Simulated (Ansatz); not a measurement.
# InN under a change: biaxial strain −1.43 %, plane normal [001], relaxed out of plane

The parent structure is InN in the zinc blende structure (space group F-43m, No. 216; a = 5.000 Å). Axes: x, y, z lie along the cube axes.

The change: biaxial strain −1.43 %, plane normal [001], relaxed out of plane (Cartesian); in-plane vectors clamped, the third vector and the atoms free.

The values are results of Ansatz (an electronic-structure program) r2SCAN, spin-orbit coupling left out, earlier PAW set, not measurements. Settings: 11×11×11 k-points, 0.05 eV Fermi–Dirac smearing.

```csv
quantity,base,changed,shift
volume per atom,15.62 Å³,15.47 Å³,-0.158 Å³
space group,F-43m (No. 216),I-4m2 (No. 119),–
shortest interatomic distance,2.165 Å,2.158 Å,-0.007 Å
energy relative to the base (free energy F),0 meV/atom,+2.8 meV/atom,+2.8 meV/atom
"pressure (mean of the normal stresses, compression positive)",0.0 GPa,1.4 GPa,+1.4 GPa
band gap,zero,zero,–
out-of-plane strain (rough),–,+1.88 %,–
mean in-plane stress (compression positive) (rough),–,+2.1 GPa,–
```

The mesh was chosen for an insulator and is coarse for the gapless case. Without a gap, meshes like the base's 11×11×11 leave anisotropic stresses uncertain by several tenths of a GPa, and small strain energies with them. No phonon test of stability was made. All final runs are without spin polarisation. This is not the structure that InN has at room temperature and ambient pressure. The zero or small gap of InN can change with the level of theory.
